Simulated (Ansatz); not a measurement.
# HfO2: the cost of one run

Computed with Ansatz 0.2.0 (DFT PBEsol, scalar-relativistic, plane waves, PAW, unless a step's input says otherwise).

2 further runs of the same task are left out: 2 set aside as unsound or not needed. Runs told in other sessions of the task aren't counted.

### 1 The starting structure

The structure is tetragonal, space group P4_2/mnm (No. 136). The conventional cell has a = 4.831 Å, b = 4.831 Å, c = 3.210 Å, α = 90.00°, β = 90.00°, γ = 90.00°. Around Hf (site symmetry mmm) lie 6 O at 2.08 to 2.09 Å. Around O (site symmetry m2m) lie 3 Hf at 2.08 to 2.09 Å.

Coordinates:

```cif
data_structure
_symmetry_space_group_name_H-M 'P 1'
_symmetry_Int_Tables_number 1
_cell_length_a 4.8308
_cell_length_b 4.8308
_cell_length_c 3.2102
_cell_angle_alpha 90.000
_cell_angle_beta 90.000
_cell_angle_gamma 90.000
_cell_volume 74.91
loop_
_atom_site_label
_atom_site_type_symbol
_atom_site_fract_x
_atom_site_fract_y
_atom_site_fract_z
_atom_site_occupancy
Hf1 Hf 0.00000 0.00000 0.00000 1
Hf2 Hf 0.50000 0.50000 0.50000 1
O1 O 0.19498 0.80502 0.50000 1
O2 O 0.30502 0.30502 0.00000 1
O3 O 0.69498 0.69498 0.00000 1
O4 O 0.80502 0.19498 0.50000 1
```

It goes back to an entry of the Materials Project, which need not be the stable form.

It is the result of an earlier relaxation at this level (volume 12.49 Å³/atom; gap on the mesh: 3.89 eV).

### 2 What is varied

The energy is mapped over a normal mode and a strain (zone-centre modes of the cell shown) (x along [1 0 0], y along [0 1 0], z along [0 0 1] of the conventional cell).

First coordinate, amplitude of mode 16 (481 cm⁻¹), largest displacement in the unstrained cell: 7 values from −0.129 Å. Second coordinate, equal normal strain along x, y and z: 7 values from −2.50 %.

Nothing else is relaxed (the pattern is fixed in fractional coordinates). Energies count from the relaxed high-symmetry cell. Points are written as (first, second).

The modes come from a phonon run on the reference cell, made beforehand.

Displacement patterns for an amplitude of 1 (Å):

```
atom     x1     y1      z1
 Hf1  0.000  0.000   0.000
 Hf2  0.000  0.000   0.000
  O3  0.000  0.000   1.000
  O4  0.000  0.000   0.000
  O5  0.000  0.000   0.000
  O6  0.000  0.000  -1.000
```

### 3 Point (−0.129 Å, −2.50 %)

input.yaml

```yaml
crystal:
  lattice:
    - [4.71001392, 0.0, 0.0]
    - [0.0, 4.71001392, 0.0]
    - [0.0, 0.0, 3.1299283247]
  atoms:
    - { symbol: Hf, position: [0.0, 0.0, 0.0] }
    - { symbol: Hf, position: [0.5, 0.5, 0.5] }
    - { symbol: O, position: [0.1949828631, 0.8050171369, 0.4598153737] }
    - { symbol: O, position: [0.3050171369, 0.3050171369, 0.0] }
    - { symbol: O, position: [0.6949828631, 0.6949828631, 0.0] }
    - { symbol: O, position: [0.8050171369, 0.1949828631, 0.5401846263] }
basis:
  ecutwfc: 520.0
kpoints:
  mp_grid: { grid: [6, 6, 8] }
hamiltonian:
  xc: pbesol
  pseudopotentials: { kind: paw, azcp: { folder: soft_1 } }
scf:
  occupations: { method: gaussian, width: 0.05 }
output:
  forces: true
  stress: true
  eigenvalues: true
```

Started as:

```console
ansatz run input.yaml --threads 2 --pin off --max-ram 4096MiB --backend cpu --events-out ev --progress --plain --runs-dir out
```

Q: Estimate wall time and peak memory on 2 threads of Arm Neoverse N1, shared host.

About 25 s, with a peak of 0.54 GiB.
